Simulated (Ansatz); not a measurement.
Input and output of a one-shot G0W0 calculation on a 3-atom cell of Se (P3_121) from a materials database (Ansatz 0.2.0, G0W0@HSE06 with 596 empty bands, a screening cutoff of 220 eV and a 6×6×4 mesh). The geometry is the r2SCAN+rVV10 minimum.

Input (YAML):
```yaml
crystal:
  lattice:
    - [4.2926573527, 0.0, 0.0]
    - [-2.1463286763, 3.7175503172, 0.0]
    - [0.0, 0.0, 5.0408504727]
  atoms:
    - { symbol: Se, position: [0.2284670362, 0.0, 0.3333333333] }
    - { symbol: Se, position: [0.0, 0.2284670362, 0.6666666667] }
    - { symbol: Se, position: [0.7715329638, 0.7715329638, 0.0] }
kpoints:
  mp_grid: { grid: [6, 6, 4] }
hamiltonian:
  xc: hse06
scf:
  occupations: { method: fixed }
gw:
  n_empty_bands: 596
  ecut_chi: 220
  qp_bands: [v2, c2]
  qp_kpoints: band_edges
  screening: { model: contour_deformation }
```

**Question.** It ran on 1 × NVIDIA H100 80GB HBM3 with 4 threads of AMD EPYC 7R13 Processor (Zen 3) (shared host), load about 19.7 per core. About how long did it take, and what peak of host memory did it reach?

**Answer.** About 4.1 min, with a peak of 3.5 GiB.

The output, standing remarks left out:
```
Functional definition: HSE06
Crystal: 3 atoms, lattice volume = 80.443 Å³
Basis set: ecut = 420 eV, 1547 PW (Γ)
Bands: 29, of which v1, the nominal top of the filled ones, is band 24 counted from 1 (23 counted from 0)
Symmetry: 6 space group operations
Space group: P3121 (ITA 152)
k-points: 24 of 144 (time reversal used)
Exchange kernel: α = 0.2500, screened, ω = 0.2079 Å⁻¹, Wigner–Seitz truncation, v(0) = 1046.3941 eV·Å³, q-mesh 6×6×4
hybrid outer 1: dexx = +1.753e-2 eV, tail = 3.92e-4 eV
hybrid outer 2: dexx = +1.535e-6 eV, tail = 1.90e-7 eV, Δε = 4.00e-3 eV
hybrid SCF converged: 2 outer / 10 inner (+3 warm-up)
Free energy (F): -16411.385662 eV
Fermi energy:    6.623343 eV
--- Per-component energies (eV) ---
  E_band       = -1366.018853
  E_kinetic    = 348.660454
  E_local      = -7631.633004
  E_nonlocal   = -1784.707803
  E_hartree    = 3742.532066
  E_xc         = -249.585705
  E_vxc        = -233.906323
  E_exx        = -204.097932
  E_paw        = -5591.557403
  E_vpaw       = 858.705587
  E_ewald      = -5037.781614
  E_core_change = -3.212939
--- G₀W₀: contour deformation, 7 samples at zero and on the imaginary axis and 1 off it, 144 q-points, 596 empty bands' worth ---
    ik  band        ε_KS         Σx   Σc(E_QP)       V_xc       Z   E_QP_lin       E_QP  E_QP is
     0    23      4.3430   -17.2545     2.2344   -14.7453  0.7284     4.0656     4.0681  root
     0    24      6.0448   -17.6944     1.7187   -15.6157  0.7559     5.6823     5.6848  root
     0    25      9.2194   -10.5501    -4.0804   -14.5437  0.7612     9.1327     9.1326  root
     0    26      9.2194   -10.5501    -4.0804   -14.5437  0.7612     9.1327     9.1326  root
     2    23      4.9055   -17.0777     1.9852   -14.7908  0.7379     4.6015     4.6039  root
     2    24      5.1690   -17.6080     1.9587   -15.3252  0.7468     4.8425     4.8450  root
     2    25      8.5221   -10.4816    -3.7082   -14.1144  0.7688     8.4469     8.4468  root
     2    26      8.5782    -9.2966    -3.7426   -12.9237  0.7820     8.4628     8.4626  root
     3    23      4.8623   -17.5756     1.7653   -15.4835  0.7463     4.5330     4.5356  root
     3    24      5.8280   -17.5294     1.7081   -15.4680  0.7542     5.4723     5.4748  root
     3    25      9.1177   -10.1305    -3.9431   -13.9725  0.7688     9.0167     9.0165  root
     3    26      9.2215   -10.4162    -3.9913   -14.3126  0.7646     9.1268     9.1266  root
     4    23      5.0647   -17.4661     1.7934   -15.3457  0.7463     4.7352     4.7377  root
     4    24      5.6521   -17.2559     1.5575   -15.3435  0.7552     5.2947     5.2973  root
     4    25      8.8210   -10.5443    -3.7425   -14.1871  0.7690     8.7216     8.7214  root
     4    26      9.0009    -9.7034    -3.8695   -13.4662  0.7743     8.8943     8.8941  root
     5    23      4.9813   -17.1541     1.8013   -15.0321  0.7448     4.6581     4.6605  root
     5    24      5.2386   -17.2881     1.7544   -15.2036  0.7471     4.9059     4.9086  root
     5    25      8.7373   -10.5386    -3.7093   -14.1493  0.7702     8.6388     8.6386  root
     5    26      9.0006    -9.7615    -3.8564   -13.5107  0.7722     8.8936     8.8934  root
     7    23      4.7773   -17.3016     1.6403   -15.3292  0.7481     4.4427     4.4453  root
     7    24      5.5214   -17.5093     1.7072   -15.4579  0.7517     5.1748     5.1772  root
     7    25      9.2309   -10.1205    -3.8855   -13.8998  0.7691     9.1249     9.1247  root
     7    26      9.5355   -10.0847    -3.9911   -13.9652  0.7652     9.4251     9.4249  root
     8    23      4.8736   -17.0793     1.7064   -15.0555  0.7447     4.5536     4.5562  root
     8    24      6.1202   -17.4571     1.2062   -15.8673  0.7640     5.7340     5.7365  root
     8    25      8.8451   -10.4241    -3.6582   -13.9658  0.7735     8.7288     8.7286  root
     8    26      9.6108   -10.1654    -4.0279   -14.0845  0.7629     9.5022     9.5020  root
    11    23      4.7275   -17.1819     1.6351   -15.2145  0.7480     4.3927     4.3953  root
    11    24      5.4369   -17.5286     1.6843   -15.5016  0.7514     5.0917     5.0942  root
    11    25      9.2242    -9.9926    -3.8441   -13.7242  0.7715     9.1119     9.1117  root
    11    26      9.6659   -10.0336    -3.9861   -13.9112  0.7642     9.5576     9.5573  root
    13    23      4.9450   -16.9599     1.7680   -14.8662  0.7473     4.6170     4.6194  root
    13    24      6.6233   -17.3519     0.9092   -16.0388  0.7709     6.2171     6.2194  root
    13    25      8.8630   -11.2915    -3.8093   -15.0151  0.7648     8.7773     8.7772  root
    13    26     10.2018   -10.3201    -4.0465   -14.2210  0.7550    10.0566    10.0561  root
  […]
```

The points are ik 0 = (0, 0, 0) (Γ), ik 2 = (0, 0, -1/2), ik 3 = (0, 1/6, 0), ik 4 = (0, 1/6, 1/4), ik 5 = (0, 1/6, -1/2), ik 7 = (0, 1/3, 0), ik 8 = (0, 1/3, 1/4), ik 11 = (0, -1/2, 0), ik 13 = (0, -1/2, -1/2), ik 19 = (1/6, 1/3, -1/2), ik 23 = (1/3, 1/3, -1/2); band 24 is the last filled one.

The quasiparticle gap on this mesh is 1.89 eV (k = (0, -1/2, -1/2) to k = (1/3, 1/3, -1/2)), against 1.56 eV from HSE06: +0.33 eV. Renormalisation factors Z lie between 0.73 and 0.78. No extrapolation in bands, cutoff or mesh was made for G0W0.

Calculated for a static, non-magnetic cell.

Spin-orbit coupling is left out.
